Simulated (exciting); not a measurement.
Set up this calculation in exciting (release sodium), as the native input.

- Task: single point
- Functional: PBEsol
- Potentials or basis: all-electron LAPW+lo, shipped species files, valence relativity iora*
- rgkmax: 7.5
- k mesh: 10 × 10 × 10
- Occupations: gaussian, width 0.1 eV
- Spin: no spin polarisation
- outputlevel: normal
- gmaxvr (cutoff of density and potential): 14 1/bohr
- lmaxapw (and lmaxmat): 10
- lmaxvr: 8
- nempty: 10
- Valence relativity: iora*
- epsengy: 1e-05 Ha
- epspot: 1e-05 Ha
- maxscl: 60
- Muffin-tin radii: Cd 2.3, O 1.45 bohr

The system is CdO (Monteponite).

```
CELL_PARAMETERS angstrom
3.32269 0.00000 0.00000
1.66135 2.87754 0.00000
1.66135 0.95918 2.71297
ATOMIC_POSITIONS crystal
Cd 0.00000 0.00000 0.00000
O 0.50000 0.50000 0.50000
```

One way to write it, as run:

input.xml

```xml
<input>
  <title>CdO</title>
  <structure speciespath="./" tshift="false">
    <crystal scale="1">
      <basevect>6.278983092129 0.000000000000 0.000000000000</basevect>
      <basevect>3.139491546065 5.437758867752 0.000000000000</basevect>
      <basevect>3.139491546065 1.812586289314 5.126768226414</basevect>
    </crystal>
    <species speciesfile="Cd.xml" rmt="2.3">
      <atom coord="0.000000000000 0.000000000000 0.000000000000"/>
    </species>
    <species speciesfile="O.xml" rmt="1.45">
      <atom coord="0.500000000000 0.500000000000 0.500000000000"/>
    </species>
  </structure>
  <groundstate do="fromscratch" ngridk="10 10 10" rgkmax="7.5" gmaxvr="14" lmaxapw="10" lmaxmat="10" lmaxvr="8" xctype="GGA_PBE_SOL" stype="Gaussian" swidth="0.00367493" nempty="10" ValenceRelativity="iora*" epsengy="1e-05" epspot="1e-05" maxscl="60" tforce="true" outputlevel="normal"/>
</input>
```

Potentials or basis: all-electron LAPW+lo, shipped species files, valence relativity iora*.

Launch:

```sh
$ OMP_NUM_THREADS=1 exciting_smp
```

It gave:

| Item | Value |
| --- | --- |
| Band gap on the k mesh | none (metal or under the smearing width) |
| All electrons inside the program's atomic spheres | Cd 45.95; O 6.58 (radii Cd 2.3, O 1.45 bohr) |
| Density of states at the Fermi level | 0.06 states/eV per cell |

Caveat: this crystal is a semiconductor, whose small gap the functional closes, so the metal is an error of the method.

Run time: 4.5 min on 1 thread of Arm Neoverse V1 (shared host), peak memory 0.13 GiB.
